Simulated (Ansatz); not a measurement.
CO2:

```
O C
1.0
     2.63591   -2.38738    0.00000
     2.63591    2.38738    0.00000
     0.00000    0.00000    6.58717
O C
4 2
Direct
  0.30651 0.69349 0.60816
  0.69349 0.30651 0.39184
  0.19349 0.80651 0.10816
  0.80651 0.19349 0.89184
  0.50000 0.50000 0.50000
  0.00000 0.00000 0.00000
```

The cell comes from a database or a generator and needn't be the stable form of this composition.

Base run:

- Program: Ansatz 0.2.0
- Functional: HSE06
- Potentials or basis: Ansatz PAW
- Cutoff: 420 eV (not typed: the program's choice for these potentials)
- k mesh: 6 × 6 × 4
- Occupations: fermi-dirac, width 0.05 eV
- Spin: no spin polarisation

Its results: band gap on the k mesh 8.37 eV, indirect (least direct gap 8.97 eV); pressure -2.3 GPa; largest force 1.377 eV/Å.

**Question.** The run is repeated on the same cell with these changes: functional from HSE06 to PBE0. What comes out?

**Answer.** Band gap on the k mesh 9.15 eV, indirect (least direct gap 9.76 eV); pressure -2.4 GPa; largest force 1.393 eV/Å.

Caveats: the PAW data sets come from PBE, with cores solved anew for the run's functional, which leaves a small shift of forces and pressure; forces of over 1 eV/Å show positions far from the minimum, so gaps and moduli don't describe the material at rest; the thresholds are loose for stress.
